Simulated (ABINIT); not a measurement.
Crystal: I.

```
CELL_PARAMETERS angstrom
0.00000 2.36560 3.90984
2.19225 0.00000 3.90984
2.19225 2.36560 0.00000
ATOMIC_POSITIONS crystal
I 0.00000 0.00000 0.00000
```

- Program: ABINIT 10.8.3 (patched build)
- Task: single point
- Functional: PBE
- Potentials or basis: JTH PAW PBE v2.0
- Cutoff: 408 eV
- k mesh: 9 × 9 × 9
- Occupations: fermi-dirac, width 0.05 eV
- Spin: no spin polarisation

On this cell: pressure 0.5 GPa; band gap on the k mesh none (metal or under the smearing width).

The same run follows on a disturbed copy (cell strained at random at fixed volume):

```
I
1.0
     0.04516    2.34955    3.89697
     2.22281    0.04624    3.89432
     2.26628    2.38544    0.00361
I
1
Direct
  0.00089 0.00585 0.00117
```

**Question.** What changes?

**Answer.** The energy (extrapolated to zero smearing) moves by -5.8 meV/atom; pressure 0.5 GPa; band gap on the k mesh none (metal or under the smearing width).

Stress tensor (GPa, compression positive):
```
 0.49  1.36  0.00
 1.36  0.11 -0.01
 0.00 -0.01  0.79
```

The energy falls, though the first cell shows no forces: that form is unstable against this distortion, unless noise or another electronic state is at work.

Caveats: an odd number of electrons without spin polarisation forces a metal; a magnetic or distorted state may lie lower.
